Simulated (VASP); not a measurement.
**SnTe: equation of state with r2SCAN**

Crystal: SnTe.

```
CELL_PARAMETERS angstrom
0.00000 3.18970 3.18970
3.18970 0.00000 3.18970
3.18970 3.18970 0.00000
ATOMIC_POSITIONS crystal
Te 0.50000 0.50000 0.50000
Sn 0.00000 0.00000 0.00000
```

- Program: VASP 6.6.1
- Task: equation of state
- Functional: r2SCAN
- Potentials or basis: VASP PAW PBE potentials, release 64 (Te, Sn_d)
- Cutoff: 520 eV
- k mesh: 6 × 6 × 6
- Occupations: gaussian, width 0.02 eV
- Spin: no spin polarisation

The equilibrium volume is 32.47 Å³/atom and the bulk modulus is 45 GPa. The pressure derivative of the bulk modulus is 3.9 (rough: it moves with the points fitted).

Energy against volume, from the lowest point:
| volume (Å³/atom) | energy (meV/atom) |
| --- | --- |
| 31.155 | 8.02 |
| 31.804 | 2.00 |
| 32.453 | 0.00 |
| 33.102 | 1.67 |
| 33.751 | 6.64 |

All runs of the series together: 6.8 min on 1 thread of Intel(R) Xeon(R) Platinum 8259CL CPU @ 2.50GHz (Skylake/Cascade Lake), with other jobs on the host.

Caveat: the PAW data sets were made with another functional, which shifts forces and pressure a little. The run has no spin-orbit coupling, so splittings on Te are missing.
